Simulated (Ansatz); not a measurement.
**Sn under changes of volume**

One of the cells (27.650 Å³/atom); the others are scaled copies at fixed shape and fractional positions:

```
CELL_PARAMETERS angstrom
-2.94014 2.94014 1.59930
2.94014 -2.94014 1.59930
2.94014 2.94014 -1.59930
ATOMIC_POSITIONS crystal
Sn 0.00000 0.00000 0.00000
Sn 0.75000 0.25000 0.50000
```

```yaml
Program: Ansatz 0.2.0
Functional: HF
Potentials_or_basis: Ansatz PAW
Cutoff: "420 eV (not typed: the program's choice for these potentials)"
k_mesh: 5 × 5 × 5
Occupations: fermi-dirac, width 0.05 eV
Spin: no spin polarisation
```

```tsv
volume (Å³/atom)	energy over the lowest point (meV/atom)	pressure (GPa)
25.991	55.74	7.9
26.544	31.57	6.1
27.097	13.21	4.5
27.650	0.00	3.1
28.203	15.28	3.0
28.756	?	?
29.309	2.64	0.7
```

**Question.** What does the run at 28.756 Å³/atom give?

**Answer.** Energy over the lowest point 7.03 meV/atom; pressure 1.8 GPa.

The energies don't lie on one smooth curve, so no fit is given. The run at 28.203 Å³/atom lies farthest off, from a change of basis, grid or state.

Energies are extrapolated to zero smearing.

Caveats: all runs use coarse meshes; the PAW data sets come from PBE, with cores solved anew for the run's functional, which leaves a small shift of forces and pressure; the thresholds are loose for stress.
